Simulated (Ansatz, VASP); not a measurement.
**C in VASP and in Ansatz**

INCAR

```
ALGO = Normal
EDIFF = 1E-6
ENCUT = 520
GGA = PE
ISIF = 2
ISMEAR = 0
IVDW = 12
LASPH = True
LCHARG = True
LELF = True
LREAL = False
LVHAR = True
LWAVE = False
NBANDS = 11
NELM = 100
PREC = Accurate
SIGMA = 0.05
```

The input KPOINTS:

```
k-points
0
Gamma
  15 15 15
```

File POSCAR:

```
C
1.0
    1.2016860064      0.6937937393      3.2773531398
   -1.2016860064      0.6937937393      3.2773531398
    0.0000000000     -1.3875874786      3.2773531398
C
2
Direct
    0.1760162971      0.1760162971      0.1760162971
    0.8239837029      0.8239837029      0.8239837029
```

Input for Ansatz:

```yaml
crystal:
  lattice:
    - [1.2016860064, 0.6937937393, 3.2773531398]
    - [-1.2016860064, 0.6937937393, 3.2773531398]
    - [0.0, -1.3875874786, 3.2773531398]
  atoms:
    - { symbol: C, position: [0.1760162971, 0.1760162971, 0.1760162971] }
    - { symbol: C, position: [0.8239837029, 0.8239837029, 0.8239837029] }
basis:
  ecutwfc: 520.0
kpoints:
  mp_grid: { grid: [15, 15, 15] }
hamiltonian:
  xc: pbe
  dispersion: d3bj
scf:
  occupations: { method: gaussian, width: 0.05 }
output:
  forces: true
  stress: true
  eigenvalues: true
```

Change from the starting cell: mode 4 frozen in at +0.095 Å, equal normal strain along x, y and z -0.0250.

Alike in both runs: task single point; functional PBE; dispersion D3(BJ); k mesh 15 × 15 × 15; occupations gaussian, width 0.05 eV; no spin polarisation.

```csv
,VASP,Ansatz
version,VASP 6.6.1,Ansatz 0.2.0
potentials or method,"VASP PAW PBE potentials, release 64 (C)","scalar-relativistic, plane waves, PAW"
plane-wave cutoff (eV),520,520
valence electrons in the cell,8,8
```

```tsv
	VASP	Ansatz	Ansatz less VASP
gap on the k mesh at the Fermi level (eV)	0.44	0.44	-0.001
least direct gap on the mesh (eV)	0.44	0.44	-0.001
pressure (GPa)	23.6	23.1	-0.51
largest component of the traceless stress (GPa)	28.02	27.44	-0.584
rms of the force components (eV/Å)	1.754	1.760	+0.0063
```

Atom by atom the forces differ by 0.006 eV/Å (rms over components).

Caveats: so large a pressure means that the cell lies far from this level's equilibrium, or that cutoff or potentials fall short (VASP); an odd mesh through Γ misses points on the zone boundary, where band edges often lie; forces of over 1 eV/Å show positions far from the minimum, so gaps and moduli don't describe the material at rest.
